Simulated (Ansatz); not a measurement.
# ZrC: a tetragonal deformation path

One table from this session's results is given with a row withheld; the runs are named, their logs left out.

Program: Ansatz 0.2.0. Level of theory: DFT PBE, scalar-relativistic, plane waves, PAW. These are calculated values, not measurements.

### The starting structure

Symmetry: Fm-3m, No. 225, cubic system. The conventional cell has a = 4.700 Å, b = 4.700 Å, c = 4.700 Å, α = 90.00°, β = 90.00°, γ = 90.00°. Zr (site symmetry m-3m) has 6 C at 2.35 Å in its first shell of neighbours. C (site symmetry m-3m) has 6 Zr at 2.35 Å in its first shell of neighbours.

Structure file:

```
Zr C
1.0
     0.00000    2.35021    2.35021
     2.35021    0.00000    2.35021
     2.35021    2.35021    0.00000
Zr C
1 1
Direct
  0.50000 0.50000 0.50000
  0.00000 0.00000 0.00000
```

The cell is taken as given, not relaxed at this level.

### Zero of energy

Reference values: F = -4436.4970 eV; pressure 1.20 GPa; largest force 0.000 eV/Å; gap on the mesh none (metal). It was computed beforehand with the settings of the runs below.

Set-up of the first run:

At fixed volume and fractional coordinates, lengths along (0.000, 0.000, 1.000) are scaled against those across it; ρ is that ratio over its starting value.

Input file input.yaml:

```yaml
crystal:
  lattice:
    - [0.0, 2.6381543344, 1.8651751144]
    - [2.6381543344, 0.0, 1.8651751144]
    - [2.6381543344, 2.6381543344, 0.0]
  atoms:
    - { symbol: Zr, position: [0.5, 0.5, 0.5] }
    - { symbol: C, position: [0.0, 0.0, 0.0] }
basis:
  ecutwfc: 420
kpoints:
  mp_grid: { grid: [20, 20, 20] }
hamiltonian:
  xc: pbe
scf:
  occupations: { method: gaussian, width: 0.15 }
output:
  forces: true
  stress: true
  eigenvalues: true
```

Started as:

```
$ ansatz run input.yaml --threads 1 --pin off --max-ram 2560MiB --backend cpu --events-out ev --progress --plain --runs-dir out
```

Among the steps run: Point ρ = 0.707; At ρ = 1.414; Point ρ = 0.850; ρ = 1.200; Point ρ = 0.780; Point ρ = 1.300; At ρ = 0.920; Point ρ = 1.100; At ρ = 0.650; At ρ = 1.500; Point ρ = 0.960; ρ = 1.050.

One table of the session follows, with a row left open; its other results are not shown here.

The scan, with free energies counted from the undisturbed cell:

```
    ρ  ΔE (meV/atom)  pressure (GPa)
0.650         2581.4            64.6
0.707         1637.6            45.2
0.780              ?               ?
0.850          308.9            12.6
0.920           74.2             4.2
0.960           17.0             1.9
1.000            0.0             1.2
1.050           22.5             2.2
1.100           83.2             5.0
1.200          293.8            14.9
1.300          601.6            28.9
1.414         1044.9            47.7
1.500         1431.9            62.8
```

Estimate the missing values for ρ = 0.780.

Worked estimate for «ΔE (meV/atom)». A straight line through the neighbours (0.707, 1637.6) and (0.850, 308.9) gives 1637.6 + (308.9 − 1637.6) × (0.780 − 0.707) / (0.850 − 0.707) = 959.3; a parabola fitted to 4 rows on both sides gives 799.7.

The run gave: ΔE (meV/atom): 793.0; pressure (GPa): 26.6. In «ΔE (meV/atom)» the line misses by +166.3 and the parabola by +6.7.
